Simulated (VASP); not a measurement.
# AlN (P6_3mc): a series in a change of volume

Wanted: the response of AlN to a change of volume, as a table, with a fit that predicts a row left out.

Method: LDA; plane waves and PAW (Al, N), in the first sound run; inputs show where later runs differ, in VASP 6.6.1.

### Step 1. Set-up

It takes space group P6_3mc (No. 186, hexagonal). The conventional cell has a = 3.112 Å, b = 3.112 Å, c = 4.982 Å, α = 90.00°, β = 90.00°, γ = 120.00°. Nearest to Al lie 4 N at 1.89 to 1.90 Å. N has 4 Al at 1.89 to 1.90 Å nearest. Farther neighbours and most contacts between anions are not listed.

### Step 2. Relax the crystal, LDA

The series starts from the cell that this level prefers, so that zero strain is near zero stress.

This step took 2 runs in a row; the last is shown.

Level: LDA; plane waves and PAW (Al, N).

INCAR reads:

```
SYSTEM = AlN
PREC = Accurate
ENCUT = 600
EDIFF = 1E-07
NELM = 120
ISMEAR = 0
SIGMA = 0.02
LREAL = .FALSE.
ALGO = Normal
GGA = CA
NBANDS = 14
LASPH = .TRUE.
LORBIT = 11
LWAVE = .FALSE.
LCHARG = .FALSE.
KPAR = 16
IBRION = 2
NSW = 40
ISIF = 3
EDIFFG = -0.005
POTIM = 0.4
```

POSCAR reads:

```
AlN
1.0
    3.0912639852      0.0000000000      0.0000000000
   -1.5456319926      2.6771131414      0.0000000000
    0.0000000000      0.0000000000      4.9485548541
Al N
2 2
Direct
    0.3333333333      0.6666666667      0.0000688485
    0.6666666667      0.3333333333      0.5000688485
    0.3333333333      0.6666666667      0.3819311515
    0.6666666667      0.3333333333      0.8819311515
```

KPOINTS reads:

```
Automatic mesh
0
Gamma
11 11 6
0 0 0
```

Potentials, in the order of the species: Al and N (LDA family, release 64).

Command:

```console
mpirun -np 16 vasp_std
```

Output:

```text
[banner, memory and clock lines left out]
running   16 mpi-ranks, on    1 nodes
[...]
|                                                                             |
|           W    W    AA    RRRRR   N    N  II  N    N   GGGG   !!!           |
|           W    W   A  A   R    R  NN   N  II  NN   N  G    G  !!!           |
|           W    W  A    A  R    R  N N  N  II  N N  N  G       !!!           |
|           W WW W  AAAAAA  RRRRR   N  N N  II  N  N N  G  GGG   !            |
|           WW  WW  A    A  R   R   N   NN  II  N   NN  G    G                |
|           W    W  A    A  R    R  N    N  II  N    N   GGGG   !!!           |
|                                                                             |
|     For optimal performance we recommend to set                             |
|       NCORE = 2 up to number-of-cores-per-socket                            |
|     NCORE specifies how many cores store one orbital (NPAR=cpu/NCORE).      |
|     This setting can greatly improve the performance of VASP for DFT.       |
[...]
|     Unfortunately you need to use the default for GW and RPA                |
|     calculations (for HF NCORE is supported but not extensively tested      |
|     yet).                                                                   |
|                                                                             |

 LDA part: xc-table for (Slater(with rela. corr.)+CA(PZ))
 , standard interpolation
 POSCAR, INCAR and KPOINTS ok, starting setup
[...]
entering main loop
       N       E                     dE             d eps       ncg     rms          rms(c)
DAV:   1     0.463810183019E+02    0.46381E+02   -0.82335E+03  1792   0.115E+03
DAV:   2    -0.343125613737E+02   -0.80694E+02   -0.73642E+02  2496   0.202E+02
DAV:   3    -0.379544506735E+02   -0.36419E+01   -0.36274E+01  2416   0.453E+01
DAV:   4    -0.379762116795E+02   -0.21761E-01   -0.21759E-01  2008   0.425E+00
[...]
DAV:  12    -0.328425658040E+02    0.66729E-06   -0.23214E-06  2188   0.120E-02    0.491E-03
DAV:  13    -0.328425656356E+02    0.16840E-06   -0.90417E-07  2398   0.726E-03    0.104E-03
DAV:  14    -0.328425656375E+02   -0.18945E-08   -0.14421E-08  1232   0.108E-03
   1 F= -.32842566E+02 E0= -.32842566E+02  d E =-.328426E+02
[...]
reached required accuracy - stopping structural energy minimisation
```

It took 8.8 s on 16 MPI ranks of AMD EPYC 7R43, shared host; peak memory 2.5 GiB; 2 min of CPU time.

Lines that name or quote the potential files are left out of all logs, and their timing lines are given in words.

OUTCAR, selected parts (step 2):

```text
  Total       -0.0051284     -0.0051284     -0.0047196      0.0000000     -0.0000000      0.0000000
  in kB       -0.2006389     -0.2006389     -0.1846425      0.0000000     -0.0000000      0.0000000
  external PRESSURE =      -0.1953068 kB  Pullay stress =       0.0000000 kB

 POSITION                                       TOTAL-FORCE (eV/Angst)
 -----------------------------------------------------------------------------------
     -0.00000      1.78474      0.00034         0.000000      0.000000     -0.004082
      1.54563      0.89237      2.47462         0.000000      0.000000     -0.004082
     -0.00000      1.78474      1.89001        -0.000000     -0.000000      0.004082
      1.54563      0.89237      4.36428         0.000000      0.000000      0.004082
 -----------------------------------------------------------------------------------
    total drift:                               -0.000000      0.000000     -0.000575

  FREE ENERGIE OF THE ION-ELECTRON SYSTEM (eV)
  ---------------------------------------------------
  free  energy   TOTEN  =       -32.8425656375 eV

  energy  without entropy=      -32.8425656375  energy(sigma->0) =      -32.84256564

 reached required accuracy - stopping structural energy minimisation

[... 3 further parts left out ...]
[key lines of the parts left out:]
E-fermi :   6.2096
```

Numbers from this step:

```
energy(sigma→0) of the program : -32.8426 eV
stress, compression positive   : xx, yy, zz -0.02, -0.02, -0.02 GPa
volume                         : 40.953 Å³
ionic steps                    : 1
```

### Step 3. Relax at fixed volume, LDA

One member in full: the volume is scaled by 0.98, and shape and atoms relax at that volume.

Level: LDA; plane waves and PAW (Al, N).

Changes to INCAR since step 2:

```diff
@@ -15,7 +15,7 @@
 LCHARG = .FALSE.
-KPAR = 16
+KPAR = 4
 IBRION = 2
 NSW = 40
-ISIF = 3
-EDIFFG = -0.005
+ISIF = 4
+EDIFFG = -0.004
 POTIM = 0.4
```

POSCAR reads:

```
AlN
1.0
    3.0705166219      0.0000000000      0.0000000000
   -1.5352583110      2.6591453977      0.0000000000
    0.0000000000      0.0000000000      4.9153420758
Al N
2 2
Direct
    0.3333333333      0.6666666667      0.0000688485
    0.6666666667      0.3333333333      0.5000688485
    0.3333333333      0.6666666667      0.3819311515
    0.6666666667      0.3333333333      0.8819311515
```

KPOINTS is that of step 2.

Command:

```console
mpirun -np 4 vasp_std
```

Output:

```text
[banner, memory and clock lines left out]
running    4 mpi-ranks, on    1 nodes
[...]
LDA part: xc-table for (Slater(with rela. corr.)+CA(PZ))
 , standard interpolation
 POSCAR, INCAR and KPOINTS ok, starting setup
[...]
entering main loop
       N       E                     dE             d eps       ncg     rms          rms(c)
DAV:   1     0.469249796813E+02    0.46925E+02   -0.81380E+03  1800   0.115E+03
DAV:   2    -0.344102355694E+02   -0.81335E+02   -0.74516E+02  2424   0.205E+02
DAV:   3    -0.380359582203E+02   -0.36257E+01   -0.36128E+01  2410   0.451E+01
DAV:   4    -0.380572424524E+02   -0.21284E-01   -0.21281E-01  1966   0.420E+00
[...]
DAV:  12    -0.328305566904E+02    0.66903E-06   -0.22433E-06  2254   0.119E-02    0.540E-03
DAV:  13    -0.328305565084E+02    0.18195E-06   -0.90816E-07  2344   0.728E-03    0.784E-04
DAV:  14    -0.328305565121E+02   -0.36904E-08   -0.16873E-08  1280   0.113E-03
   1 F= -.32830557E+02 E0= -.32830557E+02  d E =-.328306E+02
[... from here on, the cycles between the ionic steps are left out ...]
   2 F= -.32830606E+02 E0= -.32830606E+02  d E =-.494952E-04
   3 F= -.32830630E+02 E0= -.32830630E+02  d E =-.736062E-04
   4 F= -.32830630E+02 E0= -.32830630E+02  d E =0.428411E-06
   5 F= -.32830632E+02 E0= -.32830632E+02  d E =-.180134E-05
[...]
reached required accuracy - stopping structural energy minimisation
```

The job ended after 36 s (4 MPI ranks; peak memory 0.58 GiB).

Parts of OUTCAR (step 3):

```text
  Total        1.1049983      1.1049983      1.1050623     -0.0000000      0.0000000      0.0000000
  in kB       44.1128297     44.1128298     44.1153842     -0.0000000      0.0000000      0.0000000
  external PRESSURE =      44.1136812 kB  Pullay stress =       0.0000000 kB

 POSITION                                       TOTAL-FORCE (eV/Angst)
 -----------------------------------------------------------------------------------
     -0.00000      1.77374      4.90896         0.000000     -0.000000     -0.000169
      1.53611      0.88687      2.45401         0.000000     -0.000000     -0.000169
     -0.00000      1.77374      1.87653        -0.000000      0.000000      0.000169
      1.53611      0.88687      4.33148         0.000000     -0.000000      0.000169
 -----------------------------------------------------------------------------------
    total drift:                               -0.000000      0.000000      0.000450

  FREE ENERGIE OF THE ION-ELECTRON SYSTEM (eV)
  ---------------------------------------------------
  free  energy   TOTEN  =       -32.8306319197 eV

  energy  without entropy=      -32.8306319197  energy(sigma->0) =      -32.83063192

[... 2 parts as in an earlier step ...]

[... 2 further parts left out ...]
[key lines of the parts left out:]
E-fermi :   6.4546
```

Numbers from this step:

- energy(sigma→0) of the program: -32.8306 eV
- stress, compression positive: xx, yy, zz 4.41, 4.41, 4.41 GPa
- ionic steps: 5

(Part 1 of 3 ends here.)

[Lines on the potential files, build, host, timing and source positions are cut from VASP's logs without a mark.]

[Logs are printed without paths, hosts, clocks, repeated set-up lines and the standing remarks that a program may print on its own settings, such as how far it seeks lower states.]

[Hosts, paths, dates, database ids (printed as entryN), source tags and the programs' standing remarks are cut or masked in the printed files.]

[In band tables of VASP the shares of atoms and orbitals are scaled to a sum of 1 inside the atoms' spheres.]
